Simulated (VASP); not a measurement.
# Settings for InP: vacuum levels of a slab or layer

InP, slab, 4 atoms in the cell. PBE; PAW potentials In_d, P (PBE set). VASP 6.6.1.

Wanted: face levels within 0.04 eV; energy within 2 meV/atom; forces within 0.02 eV/Å.

Crystal: InP, F-43m; Face: (1 1 1); Atomic planes: 4; Dipole correction: yes.

Face levels: vacuum level at each face, counted from the Fermi level.

POSCAR of the starting run:
```
InP
1.0
    4.2116155521      0.0000000000      0.0000000000
   -2.1058077761      3.6473660591      0.0000000000
    0.0000000000      0.0000000000     19.2984621236
In P
2 2
Direct
    0.4166666667      0.2083333333      0.4331792021
    0.0833333334      0.5416666667      0.6113679965
    0.7500000000      0.8750000000      0.3886320035
    0.4166666667      0.2083333333      0.5668207979
```

The series start from vacuum (Å): 15; correction: LDIPOL, IDIPOL 3, DIPOL, AMIN 0.01; k spacing (1/Å): 0.3; Cutoff ENCUT (eV): 330; SCF threshold EDIFF (eV): 1e-6; PREC: Accurate; ALGO: Normal. Each series keeps the choices made before it, and each single choice may use up half of a tolerance.

## Vacuum (Å)

| Vacuum (Å) | Face levels, largest deviation (eV) | Energy less reference (meV/atom) | Forces, largest deviation (eV/Å) | SCF iterations | Time (s) |
|---|---|---|---|---|---|
| 6 | 0.233 | 8.3 | 0.042 | 18 | 8.5 |
| 8 | 0.052 | 1.6 | 0.005 | 19 | 12 |
| 10 | 0.015 | 0.5 | 0.000 | 23 | 16 |
| 12 | 0.003 | 0.3 | 0.001 | 26 | 19 |
| 15 | 0.000 | 0.2 | 0.001 | 29 | 32 |
| 20 | 0.000 | 0.1 | 0.002 | 35 | 37 |
| 25 (reference) | 0.000 | 0.0 | 0.000 | 37 | 58 |

## Correction

| Correction | Face levels, largest deviation (eV) | Energy less reference (meV/atom) | Forces, largest deviation (eV/Å) | SCF iterations | Time (s) |
|---|---|---|---|---|---|
| LDIPOL, IDIPOL 3, DIPOL, AMIN 0.01 | 0.000 | 0.0 | 0.000 | 23 | 16 |
| LDIPOL, default AMIN | 0.001 | 0.0 | 0.000 | 22 | 17 |
| LDIPOL, no DIPOL | no result | no result | no result | 150 | 118 |
| IDIPOL 3 alone (energy only) | 1.065 | 8.8 | 0.037 | 21 | 17 |
| kernel truncation, coarsened | 0.092 | -0.4 | 0.000 | 22 | 22 |
| kernel truncation, full padding | 0.008 | -0.3 | 0.000 | 22 | 26 |

## k spacing (1/Å)

| k spacing (1/Å) | Face levels, largest deviation (eV) | Energy less reference (meV/atom) | Forces, largest deviation (eV/Å) | SCF iterations | Time (s) |
|---|---|---|---|---|---|
| 0.6 | 0.180 | 103.9 | 0.180 | 23 | 10 |
| 0.45 | 0.035 | 28.9 | 0.101 | 24 | 14 |
| 0.3 | 0.043 | 2.6 | 0.026 | 23 | 16 |
| 0.22 | 0.014 | 0.4 | 0.009 | 23 | 20 |
| 0.16 (reference) | 0.000 | 0.0 | 0.000 | 23 | 28 |

## Cutoff ENCUT (eV)

| Cutoff ENCUT (eV) | Face levels, largest deviation (eV) | Energy less reference (meV/atom) | Forces, largest deviation (eV/Å) | SCF iterations | Time (s) |
|---|---|---|---|---|---|
| 200 | 0.002 | 71.7 | 0.023 | 23 | 12 |
| 260 | 0.007 | 2.0 | 0.004 | 23 | 15 |
| 290 | 0.007 | 1.7 | 0.001 | 23 | 14 |
| 330 | 0.006 | 1.3 | 0.001 | 23 | 20 |
| 380 | 0.006 | 0.4 | 0.001 | 23 | 22 |
| 460 (reference) | 0.000 | 0.0 | 0.000 | 23 | 30 |

## SCF threshold EDIFF (eV)

| SCF threshold EDIFF (eV) | Face levels, largest deviation (eV) | Energy less reference (meV/atom) | Forces, largest deviation (eV/Å) | SCF iterations | Time (s) |
|---|---|---|---|---|---|
| 0.001 | 0.252 | 0.3 | 0.013 | 13 | 12 |
| 0.0001 | 0.013 | 0.0 | 0.002 | 18 | 18 |
| 1e-5 | 0.006 | 0.0 | 0.000 | 21 | 21 |
| 1e-6 | 0.000 | 0.0 | 0.000 | 23 | 22 |
| 1e-7 (reference) | 0.000 | 0.0 | 0.000 | 25 | 23 |

## PREC

| PREC | Face levels, largest deviation (eV) | Energy less reference (meV/atom) | Forces, largest deviation (eV/Å) | SCF iterations | Time (s) |
|---|---|---|---|---|---|
| Accurate | 0.000 | 0.0 | 0.000 | 18 | 18 |
| Normal | 0.003 | -0.1 | 0.002 | 18 | 8.1 |

## ALGO

| ALGO | Face levels, largest deviation (eV) | Energy less reference (meV/atom) | Forces, largest deviation (eV/Å) | SCF iterations | Time (s) |
|---|---|---|---|---|---|
| Normal | 0.000 | 0.0 | 0.000 | 18 | 8.1 |
| Fast | 0.106 | 0.1 | 0.024 | 15 | 8.0 |
| All | 0.023 | 0.0 | 0.014 | 20 | 16 |

## Question

The rows run from the loosest to the tightest (no order: correction, PREC, ALGO). For each series: choose the loosest value from which every tighter one stays within half of the tolerance; where there is no order, keep the first row unless others stay within half of the tolerance and take at least 30 % less time, and then take the fastest.

## Answer

- vacuum (Å): 10
- correction: LDIPOL, IDIPOL 3, DIPOL, AMIN 0.01
- k spacing (1/Å): 0.22
- Cutoff ENCUT (eV): 380
- SCF threshold EDIFF (eV): 0.0001
- PREC: Normal
- ALGO: Normal

## All choices together

| Input | Face levels, largest deviation (eV) | Energy less reference (meV/atom) | Forces, largest deviation (eV/Å) | Time (s) |
|---|---|---|---|---|
| starting input without the dipole correction (naive) | 1.095 | -1.2 | 0.033 | 30 |
| chosen settings | 0.035 | 1.2 | 0.007 | 8.1 |
| reference settings throughout | 0.000 | 0.0 | 0.000 | 152 |

The tolerance is met.

Values of the reference run: Face levels: 3.151, 5.625 eV.

## The input

INCAR:
```
SYSTEM = InP
PREC = Normal
ENCUT = 380
EDIFF = 1E-4
ISMEAR = 0
SIGMA = 0.1
LREAL = .FALSE.
LASPH = .TRUE.
ALGO = Normal
NELM = 150
LWAVE = .FALSE.
LCHARG = .FALSE.
GGA = PE
KPAR = 4
LVHAR = .TRUE.
LVACPOTAV = .TRUE.
LDIPOL = .TRUE.
IDIPOL = 3
DIPOL = 0.5 0.5 0.5
AMIN = 0.01
```

KPOINTS:
```
Automatic mesh
0
Gamma
  8 8 1
  0 0 0
```

POSCAR:
```
InP
1.0
    4.2116155521      0.0000000000      0.0000000000
   -2.1058077761      3.6473660591      0.0000000000
    0.0000000000      0.0000000000     14.2984621236
In P
2 2
Direct
    0.4166666667      0.2083333333      0.4098127739
    0.0833333334      0.5416666667      0.6503120436
    0.7500000000      0.8750000000      0.3496879564
    0.4166666667      0.2083333333      0.5901872261
```

Commands:
```
cat potpaw_PBE.64/In_d/POTCAR potpaw_PBE.64/P/POTCAR > POTCAR
mpirun -np 4 vasp_std > vasp.out
```

Limits: The face is cut as in the bulk; no reconstruction is tried; at EDIFF = 0.0001 other algorithms or programs end up to 2.6 times the tolerance apart, so this threshold passes by luck, and a tighter one is safer.

The chosen input took VASP 6.6.1 8.1 s on 4 cores (Intel Xeon Platinum 8488C (Sapphire Rapids)), a shared host.
